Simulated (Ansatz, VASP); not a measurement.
## Two plane-wave programs on Ta

```
Ta
1.0
    -1.62657    1.62657    1.62657
     1.62657   -1.62657    1.62657
     1.62657    1.62657   -1.62657
Ta
1
Direct
  0.00000 0.00000 0.00000
```

Alike in both runs: functional LDA; k mesh 24 × 24 × 24; occupations gaussian, width 0.1 eV; no spin polarisation.

Ansatz relaxed the structure, and its values are those at the end. VASP's run is a single point on that final structure, the one shown.

```csv
,VASP,Ansatz
version,VASP 6.6.1,Ansatz 0.2.0
potentials or method,"VASP PAW LDA potentials, release 64 (Ta_pv)","scalar-relativistic, plane waves, PAW"
plane-wave cutoff (eV),520,420
valence electrons in the cell,11,13
```

VASP gave:

```
gap on the k mesh at the Fermi level (eV) : none
pressure (GPa)                            : 0.9
```

Q: What did Ansatz give for the same quantities?

A: gap on the k mesh at the Fermi level (eV): none; pressure (GPa): 0.0.

A gap of «none» marks a metal or a gap that the smearing closes. The two sets of potentials don't hold the same shells in valence.

The runs have no spin-orbit coupling, so splittings on Ta are missing.
